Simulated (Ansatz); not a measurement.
# InP: response to strain

Aim: deform InP (x and y strained by +2 %, z held) and compute stress, forces and field gradients with LAPW, PAW and all-electron datasets made for the crystal.

Method: DFT PBE, scalar-relativistic, in Ansatz 0.2.0.

1 further run of the same task is left out (set aside as unsound or not needed).

### Step 1. The starting structure

Symmetry: F-43m, No. 216, cubic system. The conventional cell has a = 5.960 Å, b = 5.960 Å, c = 5.960 Å, α = 90.00°, β = 90.00°, γ = 90.00°. In (site symmetry -43m) is surrounded by 4 P at 2.58 Å. P (site symmetry -43m) has 4 In at 2.58 Å as nearest neighbours.

Coordinates:

```
CELL_PARAMETERS angstrom
0.00000 2.97988 2.97988
2.97988 0.00000 2.97988
2.97988 2.97988 0.00000
ATOMIC_POSITIONS crystal
In 0.00000 0.00000 0.00000
P 0.25000 0.25000 0.25000
```

Atoms are numbered in the order of the input: In1, P2.

### Step 2. After the deformation

Space group F-43m before, I-4m2 after.

### Step 3. LAPW, all electrons

File input.yaml:

```yaml
crystal:
  lattice:
    - [0.0, 3.039476663, 2.9798790814]
    - [3.039476663, 0.0, 2.9798790814]
    - [3.039476663, 3.039476663, 0.0]
  atoms:
    - { symbol: In, position: [0.0, 0.0, 0.0] }
    - { symbol: P, position: [0.25, 0.25, 0.25] }
kpoints:
  mp_grid: { grid: [12, 12, 12] }
scf:
  occupations: { method: fermi_dirac, width: 0.08 }
hamiltonian:
  xc: pbe
  pseudopotentials: { kind: all_electron, lapw: { basis_error: 0.00025 } }
output:
  forces: true
  stress: true
  eigenvalues: true
```

The run is started by

```sh
> ansatz run input.yaml --threads 1 --pin off --max-ram 2048MiB --backend cpu --events-out ev --progress --plain --runs-dir out
```

The program printed (excerpt; [...] marks lines left out):

```text
LAPW: plane waves up to 8.368 Å⁻¹, error target 2.5e-4 eV per atom; small_component_spin mean_spin; P in spheres of 1.148 Å, 13 of its electrons in bands, Dirac shells []; In in spheres of 1.467 Å, 21 of its electrons in bands, Dirac shells []
[...]
Pseudopotentials: kind: all_electron
Pseudopotential: In, LAPW, valence charge 21, Koelling and Harmon's equation, gaussian nucleus
Pseudopotential: P, LAPW, valence charge 13, Koelling and Harmon's equation, gaussian nucleus
Functional definition: PBE
[...]
Crystal: 2 atoms, lattice volume = 55.059 Å³
Basis set: ecut = 266.803344631825 eV, 535 PW (Γ), exchange–correlation at level 2
Bands: 21, of which v1, the nominal top of the filled ones, is band 17 counted from 1 (16 counted from 0)
Symmetry: 8 space group operations
Space group: I-4m2 (ITA 119), of the structure as read, at distance tolerance 3.8e-5 Å
k-points: 163 of 1728 (time reversal used)
[...]
SCF iter   1: F=—  HF=-169355.800575 eV  |F-HF|=—  |Δ(HF+E_count)|=         —  Δρ=3.33e-2  dr2=1.21e0  ethr=3.55e-3  ⟨swp⟩=2.0  Hψ=23515  notcnv=0
[...]
the basis was enlarged: its passes take 549.8 KiB over the memory plan, 1 of 1 planned eigensolver slots
[...]
SCF iter   7: F=-169355.416676 eV  HF=-169355.416676 eV  |F-HF|=1.68e-8  |Δ(HF+E_count)|=   1.96e-6  Δρ=3.78e-6  dr2=9.38e-9  ethr=2.04e-9  ⟨swp⟩=3.0  Hψ=10110  notcnv=0
[...]
SCF converged after 7 iterations
Free energy (F): -169355.416676 eV
[...]
E sigma→0 (E₀):  -169355.416484 eV
Entropy (-TS):   -0.000384 eV (-0.192 meV/atom)
Fermi energy:    8.099513 eV
[...]
--- Forces (eV/Å), atoms counted from 1 ---
  atom   1  In    -0.00000000     0.00000000    -0.00000000
  atom   2  P      0.00000000     0.00000000    -0.00000000
[...]
--- Stress (GPa, compression-positive) ---
       -2.403565       0.000000       0.000000
        0.000000      -2.403565       0.000000
        0.000000       0.000000      -1.611124
  P = ⅓ Tr σ = -2.1394 GPa (-21.394 kbar)
--- Band table (eV; the first three rows and the last of 163) ---
  k-point 0: bands = ["-159.7773", "-110.2595", "-110.2595", "-110.2574", "-107.0398", "-65.5283", "-65.5224", "-65.5224", "-6.2070", "-6.2070", "-6.2002", "-6.0941", "-6.0917", "-3.1063", "7.8050", "7.8050", "7.8891", "8.0562", "11.8934", "11.9271", "11.9271"]
[...]
```

It took 65 s on 1 thread, shared host.

In short: pressure -2.14 GPa.

### Step 4. PAW on the default files

input.yaml, as its differences from that of step 3:

```diff
@@ -14,3 +14,3 @@
   xc: pbe
-  pseudopotentials: { kind: all_electron, lapw: { basis_error: 0.00025 } }
+  pseudopotentials: { kind: paw }
 output:
@@ -19 +19,2 @@
   eigenvalues: true
+  efg: { contact_densities: true }
```

The run is started by

```sh
> ansatz run input.yaml --threads 1 --pin off --max-ram 2048MiB --backend cpu --events-out ev --progress --plain --runs-dir out
```

The program printed (excerpt; [...] marks lines left out):

```text
In: output.efg is read without spin–orbit coupling, which moves field gradients at and beside such atoms by some per cent and up to a factor of two; PAW files take it under magnetization.noncollinear and magnetization.spin_orbit
[...]
Pseudopotentials: kind: paw
Pseudopotential: In, paw, valence charge 13, recommended cutoff 420 eV (normal)
Pseudopotential: P, paw, valence charge 5, recommended cutoff 420 eV (normal)
[... 1 set-up line as earlier in the session ...]
[...]
Crystal: 2 atoms, lattice volume = 55.059 Å³
Basis set: ecut = 420 eV, 1065 PW (Γ), exchange–correlation on 60×60×60 points (8 copies of the dense FFT grid, shifted against one another)
Bands: 13, of which v1, the nominal top of the filled ones, is band 9 counted from 1 (8 counted from 0)
[... 2 set-up lines as earlier in the session ...]
[...]
Fermi energy:    6.177463 eV
[...]
--- Forces (eV/Å), atoms counted from 1 ---
  atom   1  In     0.00000000    -0.00000000    -0.00000000
  atom   2  P     -0.00000000     0.00000000     0.00000000
[...]
--- Stress (GPa, compression-positive) ---
       -2.408464       0.000000      -0.000000
        0.000000      -2.408464       0.000000
        0.000000       0.000000      -1.614849
  P = ⅓ Tr σ = -2.1439 GPa (-21.439 kbar)
--- PAW observables at the nuclei: V_zz in 10²¹ V/m², potentials from the cell's mean, atoms counted from 1 ---
  atom   1  In V_zz =    +0.757920   η = 0.0000   by run symmetry: allowed
            electrostatic potential = -7935.289832 V   contact ρ = 1133005.801812 e/Å³
  atom   2  P  V_zz =    -0.228427   η = 0.0000   by run symmetry: allowed
            electrostatic potential = -1493.906716 V   contact ρ = 16021.789392 e/Å³
--- Band table (eV; the first three rows and the last of 163) ---
  k-point 0: bands = ["-8.1269", "-8.1269", "-8.1194", "-8.0141", "-8.0107", "-5.0288", "5.8827", "5.8827", "5.9669", "6.1350", "9.9690", "10.0029", "10.0029"]
[...]
```

It took 12 s on 1 thread, shared host.

Result: pressure -2.14 GPa; Vzz In1 0.76 (η = 0.00), P2 -0.23 (η = 0.00) (10²¹ V/m²).

### Step 5. All-electron PAW on datasets made for the crystal

input.yaml, as its differences from that of step 4:

```diff
@@ -14,3 +14,3 @@
   xc: pbe
-  pseudopotentials: { kind: paw }
+  pseudopotentials: { kind: all_electron, datasets: crystal }
 output:
```

The run is started by

```sh
> ansatz run input.yaml --threads 1 --pin off --max-ram 2048MiB --backend cpu --events-out ev --progress --plain --runs-dir out
```

The program printed (excerpt; [...] marks lines left out):

```text
[...]
In: output.efg is read without spin–orbit coupling, which moves field gradients at and beside such atoms by some per cent and up to a factor of two; PAW files take it under magnetization.noncollinear and magnetization.spin_orbit
[...]
[... 1 set-up line as earlier in the session ...]
Pseudopotential: In, paw, valence charge 21, recommended cutoff 240 eV (normal), Koelling and Harmon's equation, gaussian nucleus
Pseudopotential: P, paw, valence charge 5, recommended cutoff 240 eV (normal), Koelling and Harmon's equation, gaussian nucleus
[... 1 set-up line as earlier in the session ...]
[...]
Crystal: 2 atoms, lattice volume = 55.059 Å³
Basis set: ecut = 240 eV, 459 PW (Γ), exchange–correlation on 48×48×48 points (8 copies of the dense FFT grid, shifted against one another)
Bands: 13, of which v1, the nominal top of the filled ones, is band 9 counted from 1 (8 counted from 0)
[... 1 set-up line as earlier in the session ...]
[...]
  atom   1  In     0.00000000    -0.00000000     0.00000000
  atom   2  P     -0.00000000    -0.00000000    -0.00000000
[...]
--- Stress (GPa, compression-positive) ---
       -2.403369       0.000000      -0.000000
        0.000000      -2.403369       0.000000
        0.000000       0.000000      -1.610993
  P = ⅓ Tr σ = -2.1392 GPa (-21.392 kbar)
  It holds what live shells' own plane waves past their cutoff add
--- PAW observables at the nuclei: V_zz in 10²¹ V/m², potentials from the cell's mean, atoms counted from 1 ---
  atom   1  In V_zz =    +0.767322   η = 0.0000   by run symmetry: allowed
            electrostatic potential = -7935.184875 V   contact ρ = 1132946.897190 e/Å³
  atom   2  P  V_zz =    -0.226101   η = 0.0000   by run symmetry: allowed
            electrostatic potential = -1493.780855 V   contact ρ = 16034.749517 e/Å³
--- Band table (eV; the first three rows and the last of 163) ---
  k-point 0: bands = ["-6.2069", "-6.2069", "-6.2001", "-6.0940", "-6.0916", "-3.1062", "7.8051", "7.8051", "7.8892", "8.0563", "11.8934"]
[...]
```

Run time: 27 s. Hardware: 1 thread, shared host.

In short: pressure -2.14 GPa; Vzz In1 0.77 (η = 0.00), P2 -0.23 (η = 0.00) (10²¹ V/m²).

### Step 6. Side by side

Stress (GPa, compression positive):

```csv
method,xx,yy,zz,yz,xz,xy
LAPW,-2.40,-2.40,-1.61,0.00,0.00,0.00
PAW,-2.41,-2.41,-1.61,0.00,0.00,0.00
crystal datasets,-2.40,-2.40,-1.61,0.00,0.00,0.00
```

| method | pressure (GPa) | Vzz In1 (10²¹ V/m²) | Vzz P2 (10²¹ V/m²) | SCF cycles, all passes | time |
| --- | --- | --- | --- | --- | --- |
| LAPW | -2.14 | – | – | 7 | 65 s |
| PAW | -2.14 | 0.76 | -0.23 | 6 | 12 s |
| crystal datasets | -2.14 | 0.77 | -0.23 | 8 | 27 s |

### Step 7. What came out

| quantity | value |
| --- | --- |
| pressure | LAPW -2.14, PAW -2.14, crystal datasets -2.14 GPa |
| largest shear or deviatoric stress (LAPW) | 0.53 GPa |

**Reading.** The largest part of the stress beyond the pressure is 0.53 GPa in size, in the zz component; the atoms are carried along and not relaxed. No run of the undeformed cell stands beside it, so the pressure holds what the given cell had before the change. PAW: stress within 0.01 GPa of LAPW. Crystal datasets: stress within 0.01 GPa of LAPW.
